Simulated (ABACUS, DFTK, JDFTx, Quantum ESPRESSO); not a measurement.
## Cost and result for the band gap of BAs

```yaml
crystal:
  lattice:
    - [0.00000, 2.38850, 2.38850]
    - [2.38850, 0.00000, 2.38850]
    - [2.38850, 2.38850, 0.00000]
  atoms:
    - { symbol: As, position: [0.75000, 0.75000, 0.75000] }
    - { symbol: B, position: [0.00000, 0.00000, 0.00000] }
```

| rung | level | program and potentials | cutoff (eV) | k mesh | task | spin | core time | chip | band gap (eV) | miss (eV) | notes |
| --- | --- | --- | --- | --- | --- | --- | --- | --- | --- | --- | --- |
| GGA | PBE | Quantum ESPRESSO, SG15 PBE 1.2 | 952 | 4 × 4 × 4 | single point | off | 3.2 s | Arm Neoverse V2 | 1.43 | -0.59 | coarse mesh; 4 valence electrons an atom on average |
| GGA | PBEsol | ABACUS, PseudoDojo NC SR 0.4.1 PBEsol standard, plane waves | 1143 | 10 × 10 × 10 | single point | off | 20 s | Intel Xeon 6975P-C Granite Rapids | 1.10 | -0.92 | 9 valence electrons an atom on average |
| LDA | LDA | JDFTx, PseudoDojo-SR-LDA-0.4.1-standard with smoothed tails | 1088 | 10 × 10 × 10 | single point | off | 78 s | AMD EPYC 7R43 Zen 3 | 1.14 | -0.88 | 9 valence electrons an atom on average |
| GGA | PBEsol | DFTK, PseudoDojo SR PBEsol 0.4.1 standard (PBEsol) | 1143 | 10 × 10 × 10 | single point | off | 2.4 min | Intel Xeon Platinum 8488C Sapphire Rapids | 1.10 | -0.92 | 9 valence electrons an atom on average |
| GGA | PBE | Quantum ESPRESSO, PseudoDojo 0.4 FR PBE standard | 1143 | 10 × 10 × 10 | band structure | SOC, no magnetisation | 3.7 min | Arm Neoverse V2 | (a) | ? | 9 valence electrons an atom on average |

Times are single runs on shared hosts and different chips, so they are rough; meshes, cutoffs and the tasks' sizes weigh on the time. Gaps are the least found on the k mesh or the band path, and a mesh can miss the band edges. The cell comes from a database and isn't always the measured one. Meshes differ between rows, which moves values too. All levels ran on this one cell, unrelaxed unless noted. Meshes are those of the run's cell of 2 atoms unless a note names another. Misses use the values as printed. Runs on faulty files, with rough fits or with known faults for this quantity aren't shown.

Measured: 2.02 eV at 300 K (arxiv:1911.04914). The runs are for a static lattice.

**Question.** Estimate the value left out from the other rows.

**Answer.** (a) 1.13 eV, miss -0.89.
